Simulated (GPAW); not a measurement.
Runs of GPAW 26.7.0 on TaN. Symmetry: P6_3/mmc, No. 194, hexagonal system. Conventional cell: a = 2.922 Å, b = 2.922 Å, c = 5.917 Å, α = 90.00°, β = 90.00°, γ = 120.00°. Ta (site symmetry -3m) has 6 N at 2.24 Å as nearest neighbours. Around N (site symmetry -6m2) lie 6 Ta at 2.24 Å. The cell comes from a database or a generator and needn't be the stable form of this composition.

```tsv
task	level	potentials or basis	U	cell	optimizer	fmax	max steps	convergence	gap on the mesh (eV)	pressure (GPa)
single point	PBEsol+U	PAW data sets generated in the run's folder for this functional, pw	Ta d U = 6 eV	as given	-	-	-	-	none	6.4
single point	PBEsol+U	PAW data sets generated in the run's folder for this functional, pw	Ta d U = 8 eV	as given	-	-	-	-	none	(a)
single point	PBEsol+U	PAW data sets generated in the run's folder for this functional, pw	Ta d U = 4 eV	as given	-	-	-	-	none	0.1
single point	PBEsol+U	PAW data sets generated in the run's folder for this functional, pw	Ta d U = 2 eV	as given	-	-	-	-	none	-5.6
single point	PBEsol+U	PAW data sets generated in the run's folder for this functional, pw	Ta d U = 3 eV	as given	-	-	-	-	none	-2.9
single point	PBEsol	PAW data sets generated in the run's folder for this functional, pw	-	as given	-	-	-	-	none	-10.7
single point	PBEsol+U	PAW data sets generated in the run's folder for this functional, pw	Ta d U = 5 eV	as given	-	-	-	-	none	(b)
relaxation of cell and atoms	RPBE+D4	the program's PAW data sets (release 1.2.1) made for this functional, pw	-	relaxed	BFGS	0.02 eV/Å	60	density=1e-05 forces=0.0001	none	-0.1
```

Alike in all rows: no spin polarisation; k mesh 7 × 7 × 4; cutoff (eV) 800; smearing fermi-dirac 0.05 eV.

**Question.** Estimate the missing entries.

**Answer.** (a) 13.5; (b) 3.1.

Caveats: U without spin polarisation on a metal has little footing (some runs); later steps reuse the first step's grids (some runs); pairwise dispersion overbinds metals, which lowers pressure and volume (some runs).

A k mesh can miss the band edges, and the runs leave out spin-orbit coupling on Ta.

A gap of «none» marks a metal or a gap under the smearing width.
